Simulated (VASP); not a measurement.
The system is RbBr.

```
Rb Br
1.0
     0.00000    3.42606    3.42606
     3.42606    0.00000    3.42606
     3.42606    3.42606    0.00000
Rb Br
1 1
Cartesian
  6.8521 3.4261 3.4261
  3.4261 3.4261 3.4261
```

Program: VASP 6.6.1. Alike in all runs: task band structure; potentials or basis VASP PAW PBE potentials, release 64 (Rb_sv, Br); no spin polarisation; cell as given; k mesh 4 × 4 × 4; cutoff (eV) 520; smearing gaussian 0.03 eV.

Question: Order these runs on this cell by their band gap on the k mesh, lowest first.
A. level HSE06; screening parameter 0.2 1/A
B. level PBE0; exchange at q = 0 truncated
C. level PBE-EpsX; exchange at q = 0 truncated; share of exact exchange 0.3925

Answer: A (5.55 eV), B (6.24 eV), C (7.34 eV).

Runs at the PBE level aren't shown here.
